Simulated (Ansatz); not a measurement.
Ti:

```xyz
1
Lattice="-1.6410 1.6410 1.6410 1.6410 -1.6410 1.6410 1.6410 1.6410 -1.6410" Properties=species:S:1:pos:R:3 pbc="T T T"
Ti    0.0000    0.0000    0.0000
```

This isn't the form of Ti at room conditions, which is hcp.

| Property | Result |
| --- | --- |
| Program | Ansatz 0.2.0 |
| Task | relaxation of cell and atoms |
| Functional | PBEsol |
| Potentials or basis | all-electron LAPW, scalar-relativistic |
| Basis error allowed | 0.001 eV/atom |
| k mesh | 11 × 11 × 11 |
| Occupations | fermi-dirac, width 0.05 eV |
| Spin | no spin polarisation |

At the start: volume 17.68 Å³/atom.

Where does the relaxation end?

Over 5 steps the energy falls by 25.7 meV/atom and the volume is 16.52 Å³/atom (-6.5 %); space group Im-3m (No. 229, to 0.05 Å).

Step by step:
```
step  energy change (eV)  largest force (eV/Å)  volume (Å³)
   1              0.0000                0.0000        17.68
   2             -0.0043                0.0000        15.56
   3             -0.0256                0.0000        16.61
   4             -0.0257                0.0000        16.52
   5             -0.0257                0.0000        16.52
```

Final structure:
```cif
data_structure
_symmetry_space_group_name_H-M 'P 1'
_symmetry_Int_Tables_number 1
_cell_length_a 2.7791
_cell_length_b 2.7791
_cell_length_c 2.7791
_cell_angle_alpha 109.471
_cell_angle_beta 109.471
_cell_angle_gamma 109.471
_cell_volume 16.52
loop_
_atom_site_label
_atom_site_type_symbol
_atom_site_fract_x
_atom_site_fract_y
_atom_site_fract_z
_atom_site_occupancy
Ti1 Ti 0.00000 0.00000 0.00000 1
```
